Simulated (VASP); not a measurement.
A run of VASP 6.6.1 is set up as follows.

The input POSCAR:

```
SiC                                     
1.0
    3.1404565028      0.0000000000      0.0000000000
    0.0000000000      5.0875395346      0.0000000000
    0.0000000000      0.0000000000      5.2563848932
  Si              C             
     4     4
Direct
     1.0000000000000000    0.9987546349211140    0.3329066609243895
     0.5000000000000000    0.9987546349211140    0.8329066609243895
     0.5000000000000000    0.4987546349211141    0.1670933390756106
     0.0000000000000000    0.4987546349211141    0.6670933390756105
     0.0000000000000000    0.6232453650788858    0.3305925829378974
     0.5000000000000000    0.6232453650788858    0.8305925829378975
     0.5000000000000000    0.1232453650788858    0.1694074170621026
     0.0000000000000000    0.1232453650788858    0.6694074170621025
```

File INCAR.step1:

```
ALGO = Fast ; EDIFF = 1E-6
ENCUT = 520 ; ISIF = 2
ISMEAR = 0 ; KPAR = 2
LASPH = T ; LCHARG = T
LREAL = F ; LWAVE = F
NBANDS = 26 ; NELM = 100
PREC = Accurate ; SIGMA = 0.02
```

Contents of KPOINTS.step1:

```
k-points
0
Gamma
  8 5 5
```

File INCAR.step2:

```
ALGO = Fast ; EDIFF = 1E-6
ENCUT = 520 ; ICHARG = 11
ISIF = 2 ; ISMEAR = 0
KPAR = 2 ; LASPH = T
LCHARG = F ; LREAL = F
LWAVE = F ; NBANDS = 26
NELM = 100 ; PREC = Accurate
SIGMA = 0.05
```

KPOINTS.step2

```
path GXSYGZURTZ,YT,UX,SR
15
line-mode
reciprocal
 0.0000000000  0.0000000000  0.0000000000  G
 0.5000000000  0.0000000000  0.0000000000  X

 0.5000000000  0.0000000000  0.0000000000  X
 0.5000000000  0.5000000000  0.0000000000  S

 0.5000000000  0.5000000000  0.0000000000  S
 0.0000000000  0.5000000000  0.0000000000  Y

 0.0000000000  0.5000000000  0.0000000000  Y
 0.0000000000  0.0000000000  0.0000000000  G

 0.0000000000  0.0000000000  0.0000000000  G
 0.0000000000  0.0000000000  0.5000000000  Z

 0.0000000000  0.0000000000  0.5000000000  Z
 0.5000000000  0.0000000000  0.5000000000  U

 0.5000000000  0.0000000000  0.5000000000  U
 0.5000000000  0.5000000000  0.5000000000  R

 0.5000000000  0.5000000000  0.5000000000  R
 0.0000000000  0.5000000000  0.5000000000  T

 0.0000000000  0.5000000000  0.5000000000  T
 0.0000000000  0.0000000000  0.5000000000  Z

 0.0000000000  0.5000000000  0.0000000000  Y
 0.0000000000  0.5000000000  0.5000000000  T

 0.5000000000  0.0000000000  0.5000000000  U
 0.5000000000  0.0000000000  0.0000000000  X

 0.5000000000  0.5000000000  0.0000000000  S
 0.5000000000  0.5000000000  0.5000000000  R
```

Potentials or basis: VASP PAW LDA potentials, release 64 (Si, C).

Run with:

```console
$ cat potpaw_LDA.64/Si/POTCAR potpaw_LDA.64/C/POTCAR > POTCAR
$ cp INCAR.step1 INCAR
$ cp KPOINTS.step1 KPOINTS
$ mpirun -np 2 vasp_std > vasp.out
$ cp INCAR.step2 INCAR
$ cp KPOINTS.step2 KPOINTS
$ mpirun -np 2 vasp_std > vasp.out
```

Estimate the band gap on the k mesh.

2.09 eV.

Predict the band gap along the path.

2.01 eV.

Levels at the corners of the path, in eV from the valence-band top:
```tsv
point	band 13	band 14	band 15	band 16	band 17	band 18	band 19	band 20
Γ	-1.25	-0.29	-0.28	0.00	2.10	3.76	4.46	5.82
X	-3.05	-3.05	-2.79	-2.79	2.92	2.92	6.86	6.86
X	-3.05	-3.05	-2.79	-2.79	2.92	2.92	6.86	6.86
S	-2.25	-2.25	-2.25	-2.25	4.57	4.57	4.57	4.57
S	-2.25	-2.25	-2.25	-2.25	4.57	4.57	4.57	4.57
Y	-1.00	-1.00	-0.67	-0.67	2.81	2.81	4.83	4.83
Y	-1.00	-1.00	-0.67	-0.67	2.81	2.81	4.83	4.83
Γ	-1.25	-0.29	-0.28	0.00	2.10	3.76	4.46	5.82
Γ	-1.25	-0.29	-0.28	0.00	2.10	3.76	4.46	5.82
Z	-1.12	-1.12	-0.97	-0.97	3.45	3.45	5.52	5.52
Z	-1.12	-1.12	-0.97	-0.97	3.45	3.45	5.52	5.52
U	-3.23	-3.23	-1.20	-1.20	2.76	2.76	4.03	4.03
U	-3.23	-3.23	-1.20	-1.20	2.76	2.76	4.03	4.03
R	-2.39	-2.39	-2.39	-2.39	3.09	3.09	3.09	3.09
R	-2.39	-2.39	-2.39	-2.39	3.09	3.09	3.09	3.09
T	-2.09	-2.09	-2.09	-2.09	3.95	3.95	3.95	3.95
T	-2.09	-2.09	-2.09	-2.09	3.95	3.95	3.95	3.95
Z	-1.12	-1.12	-0.97	-0.97	3.45	3.45	5.52	5.52
Y	-1.00	-1.00	-0.67	-0.67	2.81	2.81	4.83	4.83
T	-2.09	-2.09	-2.09	-2.09	3.95	3.95	3.95	3.95
U	-3.23	-3.23	-1.20	-1.20	2.76	2.76	4.03	4.03
X	-3.05	-3.05	-2.79	-2.79	2.92	2.92	6.86	6.86
S	-2.25	-2.25	-2.25	-2.25	4.57	4.57	4.57	4.57
R	-2.39	-2.39	-2.39	-2.39	3.09	3.09	3.09	3.09
```

Caveat: the log is that of the step along the path at fixed density, whose energy, stress, charges and moments have no meaning; the mesh misses the band edges, which the band path finds closer together.
